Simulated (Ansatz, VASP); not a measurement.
# HfN: VASP beside Ansatz

File INCAR:

```
PREC = Accurate
ENCUT = 520
EDIFF = 1E-7
ISMEAR = 0
SIGMA = 0.15
LREAL = F
LASPH = T
NELM = 100
ALGO = Normal
ISIF = 2
LWAVE = F
LCHARG = T
GGA = PS
LELF = T
LVHAR = T
NBANDS = 14
```

KPOINTS

```
Automatic mesh
0
Gamma
  16 16 16
```

The input POSCAR:

```
HfN
1.0
    0.0000000000      2.6512077600      2.3566291200
    2.6512077600      0.0000000000      2.3566291200
    2.6512077600      2.6512077600      0.0000000000
Hf N
1 1
Direct
    0.0000000000      0.0000000000      0.0000000000
    0.7500000000      0.7500000000      0.7500000000
```

Input for Ansatz:

```yaml
crystal:
  lattice:
    - [0.0, 2.65120776, 2.35662912]
    - [2.65120776, 0.0, 2.35662912]
    - [2.65120776, 2.65120776, 0.0]
  atoms:
    - { symbol: Hf, position: [0.0, 0.0, 0.0] }
    - { symbol: "N", position: [0.75, 0.75, 0.75] }
basis:
  ecutwfc: 420
kpoints:
  mp_grid: { grid: [16, 16, 16] }
hamiltonian:
  xc: pbesol
scf:
  occupations: { method: gaussian, width: 0.15 }
output:
  forces: true
  stress: true
  eigenvalues: true
```

Change from the starting cell: strain +0.080 along x and y, -0.040 along z, atoms carried along.

Alike in both runs: task single point; functional PBEsol; k mesh 16 × 16 × 16; occupations gaussian, width 0.15 eV; no spin polarisation.

```csv
,VASP,Ansatz
version,VASP 6.6.1,Ansatz 0.2.0
potentials or method,"VASP PAW PBE potentials, release 64 (Hf_pv, N)","scalar-relativistic, plane waves, PAW"
plane-wave cutoff (eV),520,420
valence electrons in the cell,15,31
```

VASP gave:

* gap on the k mesh at the Fermi level (eV): none
* pressure (GPa): -22.8
* largest component of the traceless stress (GPa): 9.85

**Question.** Estimate Ansatz's values.

**Answer.** gap on the k mesh at the Fermi level (eV): none; pressure (GPa): -21.8; largest component of the traceless stress (GPa): 9.80.

A gap of «none» marks a metal or a gap that the smearing closes. The two sets of potentials don't hold the same shells in valence.

Caveats: so large a pressure means that the cell lies far from this level's equilibrium, or that cutoff or potentials fall short (VASP); the potentials were made for another functional, which shifts forces and pressure (VASP). Spin-orbit coupling is left out, which matters for the levels of Hf.
